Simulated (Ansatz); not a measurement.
Crystal: NdH2.

```
Nd H
1.0
     0.00000    2.73500    2.73500
     2.73500    0.00000    2.73500
     2.73500    2.73500    0.00000
Nd H
1 2
Direct
  0.00000 0.00000 0.00000
  0.75000 0.75000 0.75000
  0.25000 0.25000 0.25000
```

Alike in all runs: program Ansatz 0.2.0; functional PBEsol; potentials or basis Ansatz PAW; cutoff 420 eV (not typed: the program's choice for these potentials); k mesh 8 × 8 × 8; occupations fermi-dirac, width 0.05 eV.

Starts and where they ended:

```tsv
start	free energy over the lowest (meV/atom)	net moment (μB)	site or absolute moments (μB)	gap
collinear spin, ferromagnetic start of up to 3 μB	0.0	3.76	Nd +3.16; H +0.01	none (metal or under the smearing width)
collinear spin, ferromagnetic start of up to 4.5 μB	0.0	3.76	Nd +3.16; H +0.01	none (metal or under the smearing width)
collinear spin, random start of up to 1.78 μB	0.0	3.76	Nd +3.16; H +0.01	none (metal or under the smearing width)
no spin polarisation	584.0	-	-	none (metal or under the smearing width)
```

Allowing spin polarisation gains 584 meV/atom. A still lower state may exist.

Caveats: without U or exact exchange the open f shell lies at the Fermi level, which spoils levels, moments and volumes; the magnetic or orbital state may not be the lowest (some runs); spin-orbit coupling is left out, which moves the levels of the heavy elements (some runs).
